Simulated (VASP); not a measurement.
A run of VASP 6.6.1 is set up as follows.

INCAR

```
PREC = Accurate ; ENCUT = 600
EDIFF = 1E-6 ; ISMEAR = 1
SIGMA = 0.1 ; LREAL = F
LASPH = T ; NELM = 120
ALGO = Fast ; ISIF = 3
LWAVE = F ; LCHARG = F
IBRION = 2 ; NSW = 60
EDIFFG = -0.005
```

Contents of KPOINTS:

```
Automatic mesh
0
Gamma
  14 14 8
```

Contents of POSCAR:

```
Y
1.0
    3.6000000000      0.0000000000      0.0000000000
   -1.8000000000      3.1176914500      0.0000000000
    0.0000000000      0.0000000000      5.6200000000
Y
2
Direct
    0.3333333300      0.6666666700      0.2500000000
    0.6666666700      0.3333333300      0.7500000000
```

Potentials or basis: VASP PAW LDA potentials, release 64 (Y_sv).

Command:

```console
$ cat potpaw_LDA.64/Y_sv/POTCAR > POTCAR
$ mpirun -np 1 vasp_std > vasp.out
```

(1) Estimate the relaxed volume.

(2) Estimate the relaxed cell.

(3) What does it give for the space group after relaxing (to 0.05 Å)?

(4) Estimate the band gap on the k mesh.

## Answers

(1) 29.82 Å³/atom.

(2) a = 3.541 Å, b = 3.541 Å, c = 5.494 Å, α = 90.00°, β = 90.00°, γ = 120.00°.

(3) P6_3/mmc (No. 194).

(4) none (metal or under the smearing width).
